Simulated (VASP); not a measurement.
A run of VASP 6.6.1 is set up as follows.

INCAR

```
PREC = Accurate
ENCUT = 520
EDIFF = 1E-6
ISMEAR = 0
SIGMA = 0.05
LREAL = False
LASPH = True
NELM = 100
ALGO = Fast
ISIF = 2
LWAVE = False
LCHARG = False
ISPIN = 2
MAGMOM = 0.6 0.6 0 0 0 0
LORBIT = 11
LMAXMIX = 4
LDAU = True
LDAUTYPE = 2
LDAUL = 2 -1
LDAUU = 2 0
LDAUJ = 0 0
LDAUPRINT = 1
GGA = PS
```

KPOINTS

```
Automatic mesh
0
Gamma
  5 5 7
```

Contents of POSCAR:

```
IrO2
1.0
    4.4990002600      0.0000000000      0.0000000000
    0.0000000000      4.4990002600      0.0000000000
    0.0000000000      0.0000000000      3.1460001800
Ir O
2 4
Direct
    0.0000000000      0.0000000000      0.0000000000
    0.5000000000      0.5000000000      0.5000000000
    0.3110000000      0.3110000000      0.0000000000
    0.1890000000      0.8110000000      0.5000000000
    0.6890000000      0.6890000000      0.0000000000
    0.8110000000      0.1890000000      0.5000000000
```

Potentials or basis: VASP PAW PBE potentials, release 64 (Ir, O).

The run is started by

```bash
$ cat potpaw_PBE.64/Ir/POTCAR potpaw_PBE.64/O/POTCAR > POTCAR
$ mpirun -np 1 vasp_std > vasp.out
```

Problem. Estimate the net moment.

Solution. 0.52 μB per cell.

Problem. What does it give for the pressure?

Solution. -0.7 GPa.

Problem. Predict the site moments.

Solution. Ir +0.15; O +0.04 μB.

Problem. Predict the band gap on the k mesh.

Solution. None (metal or under the smearing width).

Eigenvalues of the final occupation matrices:
```tsv
site	spin	trace	eigenvalues
site 1 d	1	3.62	0.48 0.51 0.83 0.87 0.93
site 1 d	2	3.46	0.48 0.51 0.72 0.83 0.93
site 2 d	1	3.62	0.48 0.51 0.83 0.87 0.93
site 2 d	2	3.46	0.48 0.51 0.72 0.83 0.93
```

Caveat: the PAW data sets were made with another functional, which shifts forces and pressure a little. Spin-orbit coupling is left out, which matters for the levels of Ir.
